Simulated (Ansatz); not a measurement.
SnO: energy above lowest point against volume scale

Free energy against uniform scaling of the volume at fixed shape and fractions; periodic cell, basis, potentials, k mesh and filling as listed. The results are calculated, by Ansatz 0.2.0.

The cell before it is scaled or strained (space group Pmn2_1, No. 31):
```
SnO
1.0
      3.3662     0.0000     0.0000
      0.0000     5.6930     0.0000
      0.0000     0.0000     4.2360
Sn O
2 2
Direct
  0.00000 0.23191 0.51314
  0.50000 0.76809 0.01314
  0.00000 0.89125 0.73686
  0.50000 0.10875 0.23686
```

Settings of every row: functional PBEsol; dispersion none; potentials PAW; wave cutoff 517.02 eV; density cutoff 2068.1 eV; k mesh 6x4x6; k shift 0x0x0; occupations fixed; smearing width 0 eV; spin none.

Limits: the cell comes from a prototype or a list of computed structures and needn't be the stable phase.

```
row  volume scale  V (Å³/atom)  energy above lowest point (meV/atom)
  1        0.9406       19.089                                     0
  2        0.9703       19.692                                   1.5
  3             1       20.294                                  11.7
  4        1.0297       20.897                                     ?
  5        1.0594         21.5                                  53.4
```

Question: what energy above lowest point should row 4 give?

Worked fit of energy above lowest point. Take u = (V_r/V)^(2/3) − 1 with V_r = 19.993 Å³ an atom, which is twice the finite (Eulerian) strain; such expansions in the strain, on which the Birch-Murnaghan equation of state is built, carry the rest volume and the bulk modulus. The shown rows have u = 0.03133, 0.01016, -0.00991, -0.04729. Least squares give energy above lowest point = 5.6 − 510.3 × u + 10583 × u² meV/atom; a straight line predicts inner rows, each left out in turn, worse (root mean square 10 against 0.012 meV/atom). All shown rows lie on it to the printed digit. Its lowest point lies at u = 0.0241, or V = 19.29 Å³ an atom, and the curvature there gives the bulk modulus at fixed shape and fractions, B = (4/9)(1 + u)² E″(u)/V = 81.9 GPa. Letting shape and atoms relax would as a rule lower it, by much in layered, chain or molecular crystals. The withheld row has u = -0.02905, so the fit gives 5.6 − 510.3 × (-0.02905) + 10583 × (-0.02905)² = 29.4 meV/atom.

The calculation gave 29.4 meV/atom. The fit meets it to the printed digit.
